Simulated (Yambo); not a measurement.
## AlN in Yambo: convergence with bands in self energy

AlN:

```xyz
2
Lattice="0.0000 2.1840 2.1840 2.1840 0.0000 2.1840 2.1840 2.1840 0.0000" Properties=species:S:1:pos:R:3 pbc="T T T"
Al    0.0000    0.0000    0.0000
N     1.0920    1.0920    1.0920
```

Measurements of this composition are mostly on another form, of space group No. 186.

- Program: Yambo 5.3.0
- Task: G0W0 quasiparticle levels
- Functional: LDA
- Potentials or basis: PseudoDojo 0.4.1 SR LDA standard
- Cutoff: 1143 eV
- Density cutoff: 4572 eV
- k mesh: 6 × 6 × 6
- Occupations: fixed
- Spin: no spin polarisation
- k mesh of the self-consistent run: 10 × 10 × 10
- Form of the LDA: PW92
- Random integration of the Coulomb term: yes
- Direction of the field or of q to 0: x + y + z
- Broadening: 0.1 eV
- States corrected: Γ and the k points of the band edges
- Frequency dependence of W: plasmon pole
- Terminator of the band sum in the self-energy: none
- Quasiparticle equation: linearised (Newton)
- Imaginary frequency of the plasmon-pole fit: 27.2114 eV
- Bands in the response: 104
- Bands in the self-energy: 9
- Cutoff of the response matrix: 15 Ry
- Cutoff of exchange and Vxc: 84 Ry
- Bands corrected (first, last): [2, 5]

These are the settings of the first run; the series varies bands in self energy, with any setting tied to it.

| bands in self energy | quasiparticle gap at the points computed (eV) |
| --- | --- |
| 9 | 4.310 |
| 14 | 4.357 |
| 24 | 4.463 |
| 44 | 4.620 |
| 104 | 4.770 |

Not settled before the last step: the quasiparticle gap at the points computed (to 0.05 eV). The tightest run that finished is the yardstick and may itself not be fully converged.

Caveat, for the tightest run too: this version prints the column dSc/dw multiplied by 27.2.
